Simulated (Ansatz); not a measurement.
# Al3Ni2: the cost of one run

Computed with Ansatz 0.2.0 (DFT PBEsol, scalar-relativistic, plane waves, PAW, unless a step's input says otherwise).

2 further runs of the same task are left out: 2 set aside as unsound or not needed. Runs told in other sessions of the task aren't counted.

## Step 1: The system as given

The structure is trigonal, space group P-3m1 (No. 164). Conventional cell: a = 4.003 Å, b = 4.003 Å, c = 4.859 Å, α = 90.00°, β = 90.00°, γ = 120.00°. Al (site symmetry -3m) is surrounded by 6 Ni at 2.42 Å. Around Al (site symmetry 3m) lie 5 Ni at 2.42 to 2.52 Å and 3 Al at 2.72 Å. Around Ni (site symmetry 3m) lie 8 Al at 2.42 to 2.52 Å and 3 Ni at 2.71 Å.

Coordinates:

```xyz
15
Lattice="2.0016 -3.4668 0.0000 0.0000 0.0000 -4.8595 8.0063 6.9336 0.0000" Properties=species:S:1:pos:R:3 pbc="T T T"
Al    0.0000    0.0000   -4.8595
Al    4.0031    0.0000   -4.8595
Al    6.0047    3.4668   -4.8595
Al    2.0016   -1.1556   -1.7116
Al    4.0031    2.3112   -1.7116
Al    8.0063    2.3112   -1.7116
Al    2.0016    1.1556   -3.1479
Al    6.0047    1.1556   -3.1479
Al    8.0063    4.6224   -3.1479
Ni    2.0016   -1.1556   -4.1521
Ni    4.0031    2.3112   -4.1521
Ni    8.0063    2.3112   -4.1521
Ni    2.0016    1.1556   -0.7074
Ni    6.0047    1.1556   -0.7074
Ni    8.0063    4.6224   -0.7074
```

It goes back to an entry of the Materials Project, which need not be the stable form.

It is built from the cell relaxed beforehand with the same method (13.49 Å³/atom).

## Step 2: Zero of the scan

input.yaml reads:

```yaml
crystal:
  lattice:
    - [2.001569819, -3.4668206214, 0.0]
    - [0.0, 0.0, -4.8594646115]
    - [8.006279276, 6.9336412428, 0.0]
  atoms:
    - { symbol: Al, position: [0.0, 1.0, 0.0] }
    - { symbol: Al, position: [0.6666666667, 1.0, 0.3333333333] }
    - { symbol: Al, position: [0.3333333333, 1.0, 0.6666666667] }
    - { symbol: Al, position: [0.5555555556, 0.3522170943, 0.1111111111] }
    - { symbol: Al, position: [0.2222222222, 0.3522170943, 0.4444444444] }
    - { symbol: Al, position: [0.8888888889, 0.3522170943, 0.7777777778] }
    - { symbol: Al, position: [0.1111111111, 0.6477829057, 0.2222222222] }
    - { symbol: Al, position: [0.7777777778, 0.6477829057, 0.5555555556] }
    - { symbol: Al, position: [0.4444444444, 0.6477829057, 0.8888888889] }
    - { symbol: Ni, position: [0.5555555556, 0.8544290924, 0.1111111111] }
    - { symbol: Ni, position: [0.2222222222, 0.8544290924, 0.4444444444] }
    - { symbol: Ni, position: [0.8888888889, 0.8544290924, 0.7777777778] }
    - { symbol: Ni, position: [0.1111111111, 0.1455709076, 0.2222222222] }
    - { symbol: Ni, position: [0.7777777778, 0.1455709076, 0.5555555556] }
    - { symbol: Ni, position: [0.4444444444, 0.1455709076, 0.8888888889] }
basis:
  ecutwfc: 420
kpoints:
  mp_grid: { grid: [12, 10, 5] }
hamiltonian:
  xc: pbesol
scf:
  occupations: { method: gaussian, width: 0.15 }
output:
  forces: true
  stress: true
  eigenvalues: true
```

Started as:

```sh
> ansatz run input.yaml --threads 2 --pin off --max-ram 5120MiB --backend cpu --events-out ev --progress --plain --runs-dir out
```

What time and memory should one allow on 2 threads of Arm Neoverse V2, shared host?

About 2.5 min, with a peak of 2.9 GiB.
